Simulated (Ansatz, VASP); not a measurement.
This is a calculation of FeO (Wuestite) for VASP 6.6.1.

File INCAR:

```
SYSTEM = FeO
  PREC = Accurate
  ENCUT = 600
  EDIFF = 1E-6
  ISMEAR = -1
  SIGMA = 0.05
  LREAL = .False.
  LASPH = .True.
  NELM = 100
  ALGO = Fast
  ISIF = 3
  LWAVE = .False.
  LCHARG = .False.
  ISPIN = 2
  MAGMOM = 3 0
  LORBIT = 11
  LMAXMIX = 4
  GGA = PS
  IBRION = 2
  NSW = 60
  EDIFFG = -0.02
```

File KPOINTS:

```
Automatic mesh
0
Gamma
  8 8 8
  0 0 0
```

File POSCAR:

```
FeO
1.0
    0.0000000000      2.1554000000      2.1554000000
    2.1554000000      0.0000000000      2.1554000000
    2.1554000000      2.1554000000      0.0000000000
Fe O
1 1
Direct
    0.0000000000      0.0000000000      0.0000000000
    0.5000000000      0.5000000000      0.5000000000
```

Potentials or basis: VASP PAW PBE potentials, release 64 (Fe, O).

Run with:

```sh
$ cat potpaw_PBE.64/Fe/POTCAR potpaw_PBE.64/O/POTCAR > POTCAR
$ mpirun -np 1 vasp_std > vasp.out
```

Problem. Set up the same calculation for Ansatz 0.2.0. Potentials there: Ansatz PAW.

Solution. As run (the cutoff follows the program's own potentials):

File input.yaml:

```yaml
crystal:
  lattice:
    - [0.0, 2.1554, 2.1554]
    - [2.1554, 0.0, 2.1554]
    - [2.1554, 2.1554, 0.0]
  atoms:
    - { symbol: Fe, position: [0.0, 0.0, 0.0], spin: 3.0 }
    - { symbol: O, position: [0.5, 0.5, 0.5] }
hamiltonian:
  xc: pbesol
  pseudopotentials: { kind: paw }
magnetization:
  spin_polarized: true
kpoints:
  mp_grid: { grid: [8, 8, 8] }
scf:
  occupations: { method: fermi_dirac, width: 0.05 }
output:
  forces: true
  stress: true
  eigenvalues: true
relax:
  f_tol: 0.01
  max_steps: 40
  cell: { stress_tol: 0.05 }
```

Potentials or basis: Ansatz PAW.

The run is started by

```sh
$ ansatz run input.yaml --threads 2 --pin off --max-ram 5632MiB --backend cpu --events-out ev --progress --plain --runs-dir out
```

Both were run:

|  | VASP | Ansatz | Ansatz less VASP |
| --- | --- | --- | --- |
| gap on the k mesh at the Fermi level, each at its own relaxed structure (eV) | none | none | - |
| net moment per atom (μB) | 2.00 | 2.00 | 0.000 |
| size of the moment on the site where the two differ most (μB) | 3.60 | 3.42 | -0.184 |
| relaxed volume (Å³/atom) | 9.58 | 9.57 | -0.010 |
| relaxed cell length with the largest relative difference (Å) | 3.004 | 3.003 | -0.0010 |
| energy change over the relaxation (meV/atom) | -12 | -12 | -0.4 |

Site moments also hang on the region over which each program counts them. A gap of «none» marks a metal or a gap that the smearing closes. The two sets of potentials don't hold the same shells in valence.

Caveats: a cell with one magnetic atom can't hold antiferromagnetic order, which such compounds often take; semilocal functionals often make such compounds metallic where correlation or magnetic order opens a gap, which also shifts bond lengths; the PAW data sets were made with another functional, which shifts forces and pressure a little (VASP); the plane-wave basis is chosen anew once the cell has moved, so the energies of steps on either side of that aren't comparable (Ansatz); the pressure holds a Pulay correction of +0.7 GPa for the finite cutoff (Ansatz); the PAW data sets come from PBE, with cores solved anew for the run's functional, which leaves a small shift of forces and pressure (Ansatz). With open d or f shells a metallic result of PBEsol can be an artefact of self-interaction; +U or a hybrid may open a gap.
